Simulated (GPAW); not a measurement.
The system is HfO2.

```
Hf O
1.0
     3.55802    0.00000    0.00000
     0.00000    3.55802    0.00000
     0.00000    0.00000    5.17186
Hf O
2 4
Direct
  0.00000 0.00000 0.00000
  0.50000 0.50000 0.50000
  0.00000 0.50000 0.19721
  0.50000 0.00000 0.30279
  0.50000 0.00000 0.80279
  0.00000 0.50000 0.69721
```

Measurements of this composition are mostly on another form, of space group No. 14.

Base run:

* Program: GPAW 26.7.0
* Functional: TPSS
* Potentials or basis: GPAW PAW data sets (gpaw-data 1.2.1)
* Cutoff: 800 eV
* Basis: pw
* k mesh: 7 × 7 × 5
* Occupations: fermi-dirac, width 0.05 eV
* Spin: no spin polarisation

Its results: band gap on the k mesh 4.85 eV, indirect (least direct gap 4.93 eV); pressure 8.1 GPa; largest force 0.376 eV/Å.

Task: After a change of settings the same cell gave: band gap on the k mesh 4.76 eV, indirect (least direct gap 4.83 eV); pressure 10.5 GPa; largest force 0.264 eV/Å. Which change was it?
A. functional from TPSS to revPBE; potentials or basis from GPAW PAW data sets (gpaw-data 1.2.1) to the program's PAW data sets (release 1.2.1) made for this functional
B. functional from TPSS to AM05; potentials or basis from GPAW PAW data sets (gpaw-data 1.2.1) to PAW data sets generated in the run's folder for this functional
C. functional from TPSS to BLYP; potentials or basis from GPAW PAW data sets (gpaw-data 1.2.1) to PAW data sets generated in the run's folder for this functional
D. functional from TPSS to PBE

Result: D.

Caveats: spin-orbit coupling is left out, which moves the levels of the heavy elements; an odd mesh through Γ misses points on the zone boundary, where band edges often lie; the PAW data sets were made with another functional, which shifts forces and pressure a little (some runs).
